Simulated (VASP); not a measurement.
Input of a VASP 6.6.1 run:

File INCAR:

```
PREC = Accurate
ENCUT = 350
EDIFF = 1E-7
ISMEAR = 0
SIGMA = 0.1
LREAL = F
LASPH = T
NELM = 100
ALGO = Fast
ISIF = 2
LWAVE = F
LCHARG = F
ISPIN = 2
MAGMOM = 0.8
LORBIT = 11
LMAXMIX = 4
GGA = CA
NBANDS = 15
```

File KPOINTS:

```
regular mesh
0
Gamma
  10 10 10
```

The input POSCAR:

```
Ni                                      
1.0
    0.0000000000      1.7114603998      1.7114603998
    1.7114603998      0.0000000000      1.7114603998
    1.7114603998      1.7114603998     -0.0000000000
  Ni            
     1
Direct
     0.0000000000000000    0.0000000000000000    0.0000000000000000
```

Potentials or basis: VASP PAW LDA potentials, release 64 (Ni).

Command:

```sh
$ cat potpaw_LDA.64/Ni/POTCAR > POTCAR
$ mpirun -np 1 vasp_std > vasp.out
```

Question: What does it give for the pressure?

Answer: 0.1 GPa.

Question: Estimate the site moments.

Answer: Ni +0.65 μB.

Question: Predict the net moment.

Answer: 0.65 μB per cell.

Question: Estimate the band gap on the k mesh.

Answer: None (metal or under the smearing width).
